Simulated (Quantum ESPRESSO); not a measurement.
Input of a Quantum ESPRESSO 7.5 run:

The input pw.in:

```
&CONTROL
  calculation = 'scf'
  prefix = 'pwscf'
  outdir = './tmp'
  pseudo_dir = './pseudo'
  tprnfor = .true.
  tstress = .true.
  disk_io = 'low'
/
&SYSTEM
  ibrav = 0
  nat = 4
  ntyp = 2
  ecutwfc = 56
  nbnd = 56
  occupations = 'smearing'
  smearing = 'fd'
  degauss = 0.00367493
  noncolin = .true.
  lspinorb = .true.
/
&ELECTRONS
  conv_thr = 8d-10
  electron_maxstep = 120
  mixing_beta = 0.5
/
ATOMIC_SPECIES
Pb   207.2000 Pb.upf
S     32.0600 S.upf
CELL_PARAMETERS angstrom
   2.0799526950   -5.9912968650    0.0000000000
   2.0799526950    5.9912968650    0.0000000000
   0.0000000000    0.0000000000    4.2793209400
ATOMIC_POSITIONS crystal
Pb     0.1305633500    0.8694366500    0.2500000000
Pb     0.8694366500    0.1305633500    0.7500000000
S      0.3547970900    0.6452029100    0.2500000000
S      0.6452029100    0.3547970900    0.7500000000
K_POINTS automatic
6 6 5 0 0 0
```

File bands.in:

```
&CONTROL
  calculation = 'bands'
  prefix = 'pwscf'
  outdir = './tmp'
  pseudo_dir = './pseudo'
  disk_io = 'low'
  verbosity = 'high'
/
&SYSTEM
  ibrav = 0
  nat = 4
  ntyp = 2
  ecutwfc = 56
  nbnd = 56
  occupations = 'smearing'
  smearing = 'fd'
  degauss = 0.00367493
  noncolin = .true.
  lspinorb = .true.
/
&ELECTRONS
  conv_thr = 1d-08
  electron_maxstep = 120
  mixing_beta = 0.5
  diago_full_acc = .true.
/
ATOMIC_SPECIES
Pb   207.2000 Pb.upf
S     32.0600 S.upf
CELL_PARAMETERS angstrom
   2.0799526950   -5.9912968650    0.0000000000
   2.0799526950    5.9912968650    0.0000000000
   0.0000000000    0.0000000000    4.2793209400
ATOMIC_POSITIONS crystal
Pb     0.1305633500    0.8694366500    0.2500000000
Pb     0.8694366500    0.1305633500    0.7500000000
S      0.3547970900    0.6452029100    0.2500000000
S      0.6452029100    0.3547970900    0.7500000000
K_POINTS crystal
60
 0.0000000000  0.0000000000  0.0000000000 1
 0.0466884040  0.0466884040  0.0000000000 1
 0.0933768081  0.0933768081  0.0000000000 1
 0.1400652121  0.1400652121  0.0000000000 1
 0.1867536161  0.1867536161  0.0000000000 1
 0.2334420202  0.2334420202  0.0000000000 1
 0.2801304242  0.2801304242  0.0000000000 1
 0.0000000000  0.5000000000  0.0000000000 1
 0.0000000000  0.5000000000  0.1000000000 1
 0.0000000000  0.5000000000  0.2000000000 1
 0.0000000000  0.5000000000  0.3000000000 1
 0.0000000000  0.5000000000  0.4000000000 1
 0.0000000000  0.5000000000  0.5000000000 1
 0.2801304242  0.2801304242  0.5000000000 1
 0.2334420202  0.2334420202  0.5000000000 1
 0.1867536161  0.1867536161  0.5000000000 1
 0.1400652121  0.1400652121  0.5000000000 1
 0.0933768081  0.0933768081  0.5000000000 1
 0.0466884040  0.0466884040  0.5000000000 1
 0.0000000000  0.0000000000  0.5000000000 1
 0.0000000000  0.0000000000  0.4166666667 1
 0.0000000000  0.0000000000  0.3333333333 1
 0.0000000000  0.0000000000  0.2500000000 1
 0.0000000000  0.0000000000  0.1666666667 1
 0.0000000000  0.0000000000  0.0833333333 1
 0.0000000000  0.0000000000  0.0000000000 1
-0.1250000000  0.1250000000  0.0000000000 1
-0.2500000000  0.2500000000  0.0000000000 1
-0.3750000000  0.3750000000  0.0000000000 1
-0.5000000000  0.5000000000  0.0000000000 1
-0.4560260848  0.5439739152  0.0000000000 1
-0.4120521697  0.5879478303  0.0000000000 1
-0.3680782545  0.6319217455  0.0000000000 1
-0.3241043394  0.6758956606  0.0000000000 1
-0.2801304242  0.7198695758  0.0000000000 1
-0.2801304242  0.7198695758  0.0833333333 1
-0.2801304242  0.7198695758  0.1666666667 1
-0.2801304242  0.7198695758  0.2500000000 1
-0.2801304242  0.7198695758  0.3333333333 1
-0.2801304242  0.7198695758  0.4166666667 1
-0.2801304242  0.7198695758  0.5000000000 1
-0.3167753535  0.6832246465  0.5000000000 1
-0.3534202828  0.6465797172  0.5000000000 1
-0.3900652121  0.6099347879  0.5000000000 1
-0.4267101414  0.5732898586  0.5000000000 1
-0.4633550707  0.5366449293  0.5000000000 1
-0.5000000000  0.5000000000  0.5000000000 1
-0.5000000000  0.5000000000  0.4285714286 1
-0.5000000000  0.5000000000  0.3571428571 1
-0.5000000000  0.5000000000  0.2857142857 1
-0.5000000000  0.5000000000  0.2142857143 1
-0.5000000000  0.5000000000  0.1428571429 1
-0.5000000000  0.5000000000  0.0714285714 1
-0.5000000000  0.5000000000  0.0000000000 1
 0.0000000000  0.0000000000  0.5000000000 1
-0.1000000000  0.1000000000  0.5000000000 1
-0.2000000000  0.2000000000  0.5000000000 1
-0.3000000000  0.3000000000  0.5000000000 1
-0.4000000000  0.4000000000  0.5000000000 1
-0.5000000000  0.5000000000  0.5000000000 1
```

Potentials or basis: PseudoDojo 0.4 FR PBE standard.

Command:

```bash
$ OMP_NUM_THREADS=1 pw.x -in pw.in > pw.out
$ OMP_NUM_THREADS=1 pw.x -in bands.in > bands.out
```

Problem. Estimate the band gap along the path.

Solution. 0.83 eV, direct.

Problem. Predict the largest force.

Solution. 0.070 eV/Å.

Problem. Estimate the pressure.

Solution. 1.0 GPa.

Stress tensor (GPa, compression positive):
```
1.08 0.00 0.00
0.00 1.12 0.00
0.00 0.00 0.91
```

Caveat: the mesh misses the band edges, which the band path finds closer together.
